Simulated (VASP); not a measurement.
**AlAs: phonons with PBEsol**

The system is AlAs.

```
Al As
1.0
     0.00000    2.84088    2.84088
     2.84088    0.00000    2.84088
     2.84088    2.84088    0.00000
Al As
1 1
Direct
  0.00000 0.00000 0.00000
  0.25000 0.25000 0.25000
```

| Item | Value |
| --- | --- |
| Program | VASP 6.6.1 |
| Task | phonons |
| Functional | PBEsol |
| Potentials or basis | VASP PAW PBE potentials, release 64 (Al, As) |
| Cutoff | 600 eV |
| k mesh | 8 × 8 × 8 |
| Occupations | gaussian, width 0.03 eV |
| Spin | no spin polarisation |
| By perturbation theory | no |
| Further INCAR settings | ALGO = Fast; EDIFF = 1e-08; IBRION = 6; POTIM = 0.015; NSW = 1 |

| Quantity | Value |
| --- | --- |
| Highest phonon frequency at Γ, LO-TO splitting left out | 353 cm⁻¹ |

Phonon frequencies in cm⁻¹ (negative: imaginary):
| q point | frequencies |
| --- | --- |
| (0.000, 0.000, 0.000) | 0 0 0 353 353 353 |

Wall time 68 s on 1 thread of Intel(R) Xeon(R) Platinum 8488C (Sapphire Rapids), with other jobs on the host, peak memory 0.24 GiB.
